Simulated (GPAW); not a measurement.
TiSi2:

```xyz
6
Lattice="0.0000 4.1175 4.2629 2.3895 0.0000 4.2629 2.3895 4.1175 0.0000" Properties=species:S:1:pos:R:3 pbc="T T T"
Ti    3.5843    6.1763    6.3943
Ti    2.3895    4.1175    4.2629
Si    1.1948    3.3975    2.1314
Si    1.1948    0.7200    2.1314
Si    2.3895    1.3387    4.2629
Si    2.3895    6.8963    4.2629
```

The cell is a database's computed one.

Base run:

```yaml
Program: GPAW 26.7.0
Functional: r2SCAN
Potentials_or_basis: GPAW PAW data sets (gpaw-data 1.2.1)
Cutoff: 600 eV
Basis: pw
k_mesh: 5 × 5 × 5
Occupations: fermi-dirac, width 0.05 eV
Spin: no spin polarisation
```

Its results: pressure 0.3 GPa; largest force 0.079 eV/Å.

The run is repeated on the same cell with these changes: functional from r2SCAN to PBE. What comes out?

Pressure 2.4 GPa; largest force 0.036 eV/Å.

Caveats: the PAW data sets were made with another functional, which shifts forces and pressure a little (some runs).
